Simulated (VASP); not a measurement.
A run of VASP 6.6.1 is set up as follows.

Contents of INCAR:

```
SYSTEM = CoSi
PREC = Normal
ENCUT = 520
EDIFF = 1E-4
ISMEAR = 0
SIGMA = 0.15
LREAL = .False.
LASPH = .True.
NELM = 60
ALGO = Fast
ISIF = 3
LWAVE = .False.
LCHARG = .False.
ISPIN = 2
MAGMOM = 2 0
LORBIT = 11
LMAXMIX = 4
GGA = PE
IBRION = 2
NSW = 24
EDIFFG = -0.08
```

File KPOINTS:

```
regular mesh
0
Gamma
  7 7 7
  0 0 0
```

The input POSCAR:

```
CoSi
1.0
    2.8200000000      0.0000000000      0.0000000000
    0.0000000000      2.8200000000      0.0000000000
    0.0000000000      0.0000000000      2.8200000000
Co Si
1 1
Direct
    0.0000000000      0.0000000000      0.0000000000
    0.5000000000      0.5000000000      0.5000000000
```

Potentials or basis: VASP PAW PBE potentials, release 64 (Co, Si).

Command:

```sh
$ cat potpaw_PBE.64/Co/POTCAR potpaw_PBE.64/Si/POTCAR > POTCAR
$ mpirun -np 1 vasp_std > vasp.out
```

Task: Estimate the space group after relaxing (to 0.05 Å).

Result: Pm-3m (No. 221).

Task: What does it give for the site moments?

Result: Co +0.71; Si +0.02 μB.

Final structure:
```yaml
crystal:
  lattice:
    - [2.78435, 0.00000, 0.00000]
    - [0.00000, 2.78435, 0.00000]
    - [0.00000, 0.00000, 2.78435]
  atoms:
    - { symbol: Co, position: [0.00000, 0.00000, 0.00000] }
    - { symbol: Si, position: [0.50000, 0.50000, 0.50000] }
```
